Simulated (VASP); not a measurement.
Crystal: CO2.

```
CELL_PARAMETERS angstrom
-1.98352 1.98352 3.00863
1.98352 -1.98352 3.00863
1.98352 1.98352 -3.00863
ATOMIC_POSITIONS crystal
C 0.00000 0.00000 0.00000
C 0.75000 0.25000 0.50000
O 0.37500 0.29302 0.41802
O 0.70698 0.12500 0.08198
O 0.87500 0.95698 0.58198
O 0.04302 0.62500 0.91802
```

The cell isn't the ideal one: a relaxed cell with its volume scaled by 1.04.

* Program: VASP 6.6.1
* Task: relaxation of shape and atoms at fixed volume
* Functional: r2SCAN
* Potentials or basis: VASP PAW PBE potentials, release 64 (C, O)
* Cutoff: 600 eV
* k mesh: 12 × 12 × 12
* Occupations: gaussian, width 0.03 eV
* Spin: no spin polarisation

At the start: pressure -10.3 GPa; volume 7.89 Å³/atom.

Task: How do energy, volume and symmetry change on relaxing?

Result: Over 5 steps the energy falls by 4.6 meV/atom; space group I-42d (No. 122, to 0.05 Å).

Step by step:
```tsv
step	energy change (eV)	largest force (eV/Å)	pressure (GPa)
1	0.0000	0.5422	-10.28
2	-0.0242	0.0726	-5.49
3	-0.0248	0.0081	-6.13
4	-0.0262	0.0047	-5.96
5	-0.0274	0.0027	-5.62
```

Final structure:
```
C O
1.0
    -1.99121    1.99121    2.98544
     1.99121   -1.99121    2.98544
     1.99121    1.99121   -2.98544
C O
2 4
Direct
  0.00000 0.00000 0.00000
  0.75000 0.25000 0.50000
  0.37500 0.28637 0.41137
  0.71363 0.12500 0.08863
  0.87500 0.96363 0.58863
  0.03637 0.62500 0.91137
```

Caveat: the PAW data sets were made with another functional, which shifts forces and pressure a little.
